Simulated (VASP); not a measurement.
Wanted: the native input for a VASP 6.6.1 run.

```
Task                   : single point
Functional             : PBE
Potentials or basis    : VASP PAW PBE potentials, release 64 (Li_sv)
Cutoff                 : 520 eV
k mesh                 : 22 × 22 × 22
Occupations            : gaussian, width 0.1 eV
Spin                   : no spin polarisation
Dipole correction      : no
Further INCAR settings : ALGO = Fast; EDIFF = 1e-06; NBANDS = 8
```

The structure of Li lies in POSCAR:

```
Li
1.0
    2.6469298055     -1.5292699986     -0.1135015122
    2.6469298055      1.5292699986     -0.1135015122
   -1.6563740820      0.0000000000      2.5667348506
Li
1
Direct
    0.0000000000      0.0000000000      0.5000000000
```

The cell was built by a generator and needn't be a form met in nature.

One way to write it, as run:

INCAR

```
ALGO = Fast
EDIFF = 1E-6
ENCUT = 520
GGA = PE
ISIF = 2
ISMEAR = 0
LASPH = True
LCHARG = False
LREAL = False
LWAVE = False
NBANDS = 8
NELM = 100
PREC = Accurate
SIGMA = 0.1
```

KPOINTS

```
k-points
0
Gamma
  22 22 22
```

Potentials or basis: VASP PAW PBE potentials, release 64 (Li_sv).

Command:

```bash
$ cat potpaw_PBE.64/Li_sv/POTCAR > POTCAR
$ mpirun -np 1 vasp_std > vasp.out
```

It gave:

| Quantity | Value |
| --- | --- |
| Band gap on the k mesh | none (metal or under the smearing width) |

Wall time 110 s on 1 thread of Intel(R) Xeon(R) 6975P-C (Granite Rapids), on a shared host, peak memory 0.43 GiB.
